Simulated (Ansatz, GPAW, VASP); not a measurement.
**Co: programs and potentials compared**

```
Co
1.0
     2.47200    0.00000    0.00000
    -1.23600    2.14081    0.00000
     0.00000    0.00000    4.02114
Co
2
Cartesian
  1.2360 0.7136 3.0159
  0.0000 1.4272 1.0053
```

Alike in all runs: task single point; functional PBEsol; k mesh 12 × 12 × 7; occupations gaussian, width 0.02 eV; collinear spin, ferromagnetic start; no spin-orbit coupling. Pressure is positive in compression and, in plane waves, holds the error of the finite cutoff.

| program and potentials | plane-wave cutoff (eV) | notes | pressure (GPa) | net moment per atom (μB) |
| --- | --- | --- | --- | --- |
| VASP, PBE PAW files Co, 520 eV | 520 | potentials made for PBE | -6.61 | 1.59 |
| GPAW, PAW data sets generated for this functional | 600 | - | -5.43 | 1.60 |
| Ansatz, all-electron LAPW, scalar-relativistic | - | - | -5.88 | 1.60 |

The pressure spans -6.61 (VASP, PBE PAW files Co, 520 eV) to -5.43 GPa (GPAW, PAW data sets generated for this functional), with all-electron results at -5.88. The net moment per atom spans 1.59 (VASP, PBE PAW files Co, 520 eV) to 1.60 μB (Ansatz, all-electron LAPW, scalar-relativistic), with all-electron results at 1.60. The state is the one that the start led to, which needn't be the lowest.

The functional is the same throughout but for its coding, so the spread measures potentials, basis and numerics; runs on potential files found faulty are left out.
